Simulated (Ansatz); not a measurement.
Space group F-43m (No. 216). a = 5.732 Å, b = 5.732 Å, c = 5.732 Å, α = 90.00°, β = 90.00°, γ = 90.00°
```tsv
atom	site	symmetry	x	y	z
Zn	4a	-43m	0.0000	0.0000	0.0000
Se	4d	-43m	0.2500	0.2500	0.7500
```

Equation of state of this ZnSe structure (not necessarily the ground state), with shape and atoms relaxed at each volume where symmetry leaves them free. Theory: DFT PBE, scalar-relativistic, plane waves, PAW (Ansatz).

Settings: cutoff 420 eV, Γ-centred mesh 8×8×8 on the computed 2-atom cell, Gaussian smearing of 0.02 eV; no spin polarisation.

| V (Å³/atom) | E − E(largest V) (meV/atom) | P (GPa) | gap on mesh (eV) |
| --- | --- | --- | --- |
| 20.715 | 42.07 | 9.74 | 1.68 |
| 21.421 | 6.10 | 6.67 | 1.54 |
| 22.127 | -17.41 | 4.08 | 1.40 |
| 22.833 | -30.42 | 1.88 | 1.27 |
| 23.539 | -34.52 | 0.03 | 1.15 |
| 24.245 | -31.11 | -1.54 | 1.04 |
| 24.952 | -21.30 | -2.87 | 0.93 |
| 25.893 | 0.00 | -4.33 | 0.80 |

Fit a third-order Birch–Murnaghan equation to E(V).

V0 = 23.55 Å³/atom, B0 = 57 GPa, B0' = 4.5.